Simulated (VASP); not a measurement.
# MgO: restarted molecular dynamics, 2 variants

MgO, P-6m2 (no. 187), 8 atoms in the cell. PBE, molecular dynamics; PAW potentials Mg, O (PBE set).

| Restart from | Temperature at the end (K) | The same without a restart (K) | Potential energy at the end (eV/atom) | The same without a restart (eV/atom) | Electronic steps in the first step after the restart | Time (s) |
|---|---|---|---|---|---|---|
| CONTCAR with velocities, WAVECAR read | 700.0 | 700.0 | -5.56388 | -5.56388 | 4 | 110 |
| CONTCAR with velocities, no WAVECAR | 700.0 | 700.0 | -5.56388 | -5.56388 | 13 | 113 |

Limits: 60 fs of 8 atoms are too short for converged averages; the cell is only 2.9 Å across, so each atom moves in step with near copies of itself.

## Input of the first row

INCAR.step1:
```
SYSTEM = MgO
GGA      = PE             ! functional
PREC     = Normal         ! precision mode
ENCUT    = 400            ! plane-wave cutoff, eV
EDIFF    = 1E-6           ! SCF threshold, eV
NELMIN   = 4            
NELM     = 60             ! most SCF steps
ALGO     = Normal         ! electronic algorithm
LREAL    = Auto         
LASPH    = .TRUE.         ! aspherical terms in the spheres
ISMEAR   = 0              ! smearing method
SIGMA    = 0.05           ! smearing width, eV
ISYM     = 0            
LWAVE    = .TRUE.         ! write WAVECAR
LCHARG   = .FALSE.        ! write CHGCAR
IBRION   = 0              ! ionic algorithm
NSW      = 30             ! ionic steps
POTIM    = 1.0            ! step
TEBEG    = 600          
ISIF     = 2              ! what is computed and relaxed
RANDOM_SEED= 455929 0 0   
MDALGO   = 4            
NHC_NCHAINS= 3            
NHC_PERIOD= 30           
KPAR     = 2             
```

INCAR.step2, as INCAR.step1 but for:
```
- LWAVE = .TRUE.
+ LWAVE = .FALSE.
```

KPOINTS:
```
k-points
0
Gamma
  3 2 2
```

POSCAR.step1:
```
MgO
1.0
    2.9380209034      0.0000000000      0.0000000000
    0.0000000000      5.0888014784      0.0000000000
    0.0000000000      0.0000000000      5.3593600000
Mg O
4 4
Direct
    0.0000000000      0.0000000000      0.0000000000
    0.0000000000      0.0000000000      0.5000000000
    0.5000000000      0.5000000000      0.0000000000
    0.5000000000      0.5000000000      0.5000000000
    0.0000000000      0.3333333334      0.2500000000
    0.0000000000      0.3333333334      0.7500000000
    0.4999999999      0.8333333334      0.2500000000
    0.4999999999      0.8333333334      0.7500000000
```

Commands (each step's output is kept before the next begins):
```
cat potpaw_PBE.64/Mg/POTCAR potpaw_PBE.64/O/POTCAR > POTCAR
cp INCAR.step1 INCAR
cp POSCAR.step1 POSCAR
mpirun -np 2 vasp_std > vasp.out
cp CONTCAR POSCAR
cp INCAR.step2 INCAR
mpirun -np 2 vasp_std > vasp.out
```

Changes of the last row against the first:
```
(step 1)
- LWAVE = True
+ LWAVE = False
```

VASP 6.6.1 took 110 s on 2 cores (Intel Xeon Platinum 8488C (Sapphire Rapids)), a shared host.
